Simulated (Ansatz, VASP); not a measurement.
Two plane-wave programs on Te2Mo

Contents of INCAR:

```
PREC = Accurate
ENCUT = 580
EDIFF = 1E-6
ISMEAR = -1
SIGMA = 0.05
LREAL = F
LASPH = T
NELM = 100
ALGO = Normal
ISIF = 3
LWAVE = F
LCHARG = F
GGA = PE
IBRION = 2
NSW = 60
EDIFFG = -0.01
```

File KPOINTS:

```
Automatic mesh
0
Gamma
  9 9 2
```

POSCAR

```
Te2Mo
1.0
    3.5182000000      0.0000000000      0.0000000000
   -1.7591000000      3.0468505756      0.0000000000
    0.0000000000      0.0000000000     13.9736000000
Te Mo
4 2
Direct
    0.6666666667      0.3333333333      0.3790000000
    0.3333333333      0.6666666667      0.8790000000
    0.6666666667      0.3333333333      0.1210000000
    0.3333333333      0.6666666667      0.6210000000
    0.6666666667      0.3333333333      0.7500000000
    0.3333333333      0.6666666667      0.2500000000
```

The input input.yaml:

```yaml
crystal:
  lattice:
    - [3.5182, 0.0, 0.0]
    - [-1.7591, 3.0468505756, 0.0]
    - [0.0, 0.0, 13.9736]
  atoms:
    - { symbol: Te, position: [0.6666666667, 0.3333333333, 0.379] }
    - { symbol: Te, position: [0.3333333333, 0.6666666667, 0.879] }
    - { symbol: Te, position: [0.6666666667, 0.3333333333, 0.121] }
    - { symbol: Te, position: [0.3333333333, 0.6666666667, 0.621] }
    - { symbol: Mo, position: [0.6666666667, 0.3333333333, 0.75] }
    - { symbol: Mo, position: [0.3333333333, 0.6666666667, 0.25] }
hamiltonian:
  xc: pbe
  pseudopotentials: { kind: paw }
kpoints:
  mp_grid: { grid: [9, 9, 2] }
scf:
  occupations: { method: fermi_dirac, width: 0.05 }
output:
  forces: true
  stress: true
relax:
  f_tol: 0.01
  max_steps: 40
  cell: { stress_tol: 0.05 }
```

Alike in both runs: task relaxation of cell and atoms; functional PBE; k mesh 9 × 9 × 2; occupations fermi-dirac, width 0.05 eV; no spin polarisation.

```csv
,VASP,Ansatz
version,VASP 6.6.1,Ansatz 0.2.0
potentials or method,"VASP PAW PBE potentials, release 54 (Te, Mo)",Ansatz PAW
plane-wave cutoff (eV),580,420
valence electrons in the cell,36,92
```

Ansatz gave:

- relaxed volume (Å³/atom): 27.78
- relaxed cell length with the largest relative difference (Å): 15.214
- energy change over the relaxation (meV/atom): -15

Problem. What did VASP give for the same quantities?

Solution. Relaxed volume (Å³/atom): 27.65; relaxed cell length with the largest relative difference (Å): 15.177; energy change over the relaxation (meV/atom): -13.

The two sets of potentials don't hold the same shells in valence.

Caveats: this functional lacks dispersion, which binds the layers, so the pressure and a relaxed spacing across them are unreliable; the volume moved by +11 % from the deposited cell, more than functionals usually miss; the plane-wave basis is chosen anew once the cell has moved, so the energies of steps on either side of that aren't comparable (Ansatz). PBE usually gives volumes a little too large and moduli too small. Zero-point motion and thermal expansion aren't in these numbers.
